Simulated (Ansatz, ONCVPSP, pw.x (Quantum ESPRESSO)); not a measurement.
**What a changed setting does to a pw.x run (fcc Li)**

Potential: optimised norm-conserving Vanderbilt (ONCV), ONCVPSP 4.0.1, PBE; core none, reference 1s2 2s1; waves: 1s+2s: rc 1.35 bohr, ncon 4, nbas 7, qcut 9.1 1/bohr, 2 projectors; p scattering state at 0.33 Ha: rc 1.36 bohr, ncon 3, nbas 6, qcut 6.6 1/bohr, 2 projectors, debl 0.8 Ha; d scattering state at 0.43 Ha: rc 1.30 bohr, ncon 5, nbas 9, qcut 7.6 1/bohr, 2 projectors, debl 3.3 Ha; local part: polynomial inside 1.00 bohr (lpopt 5, dvloc0 0 Ha); core correction: none.

The reference run (k-mesh 13³, cutoffs 85/340 Ry, Fermi–Dirac 0.01 Ry, mixing_beta 0.4, conv_thr 1e-9, no spin) gives -0.04 GPa at 20.348 Å³/atom, where all-electron LAPW gives -0.05 GPa. This run, with its own iteration cap, changes degauss to 0.005.

```
&control
  calculation='scf', prefix='x', pseudo_dir='./', outdir='./tmp', tstress=.true., disk_io='none'
/
&system
  ibrav=0, nat=1, ntyp=1, ecutwfc=85, ecutrho=340, nbnd=8,
  occupations='smearing', smearing='fd', degauss=0.005
/
&electrons
  conv_thr=1e-09, mixing_beta=0.4, electron_maxstep=60
/
ATOMIC_SPECIES
Li 1.0 Li.UPF
CELL_PARAMETERS angstrom
  0.00000000 2.16685863 2.16685863
  2.16685863 0.00000000 2.16685863
  2.16685863 2.16685863 0.00000000
ATOMIC_POSITIONS crystal
Li 0.0000 0.0000 0.0000
K_POINTS automatic
13 13 13 0 0 0
```

```bash
pw.x < Li.scf.in > Li.scf.out
```

Question: How does the run end?

Answer: It converges in 5 iterations; the free energy moves by +12.5 meV/atom and the pressure by -0.02 GPa. In a metal, with Fermi–Dirac smearing, F lies below its zero-width value by a term in the square of the width.

```
Message from routine setup:
     using ibrav=0 with symmetry is DISCOURAGED, use correct ibrav instead
     lattice parameter (alat)  =       5.7909  a.u.
     unit-cell volume          =     137.3151 (a.u.)^3
     number of electrons       =         3.00
     number of Kohn-Sham states=            8
     kinetic-energy cutoff     =      85.0000  Ry
     charge density cutoff     =     340.0000  Ry
     scf convergence threshold =      1.0E-09
     Exchange-correlation= PBE
     number of k points=    84  Fermi-Dirac smearing, width (Ry)=  0.0050
     iteration #  1     ecut=    85.00 Ry     beta= 0.40
     total energy              =     -14.48533904 Ry
     estimated scf accuracy    <       0.00031272 Ry
     iteration #  2     ecut=    85.00 Ry     beta= 0.40
     total energy              =     -14.48530019 Ry
     estimated scf accuracy    <       0.00010104 Ry
     iteration #  3     ecut=    85.00 Ry     beta= 0.40
     total energy              =     -14.48530576 Ry
     estimated scf accuracy    <       0.00000092 Ry
     iteration #  4     ecut=    85.00 Ry     beta= 0.40
     total energy              =     -14.48530583 Ry
     estimated scf accuracy    <          5.5E-09 Ry
     iteration #  5     ecut=    85.00 Ry     beta= 0.40
     the Fermi energy is     0.9521 ev
!    total energy              =     -14.48530583 Ry
     estimated scf accuracy    <          4.5E-10 Ry
     smearing contrib. (-TS)   =      -0.00068989 Ry
     The total energy is F=E-TS. E is the sum of the following terms:
     one-electron contribution =      -9.74275552 Ry
     hartree contribution      =       3.67827382 Ry
     xc contribution           =      -3.38154049 Ry
     ewald contribution        =      -5.03859376 Ry
     convergence has been achieved in   5 iterations
          total   stress  (Ry/bohr**3)                   (kbar)     P=       -0.56
     Message from routine punch:
     Nothing written, as per user request (disk_io='none')
```

The run took about 8.2 s on one core of a shared host (Intel(R) Xeon(R) 6975P-C, 192 threads, 378 GiB, load 123).
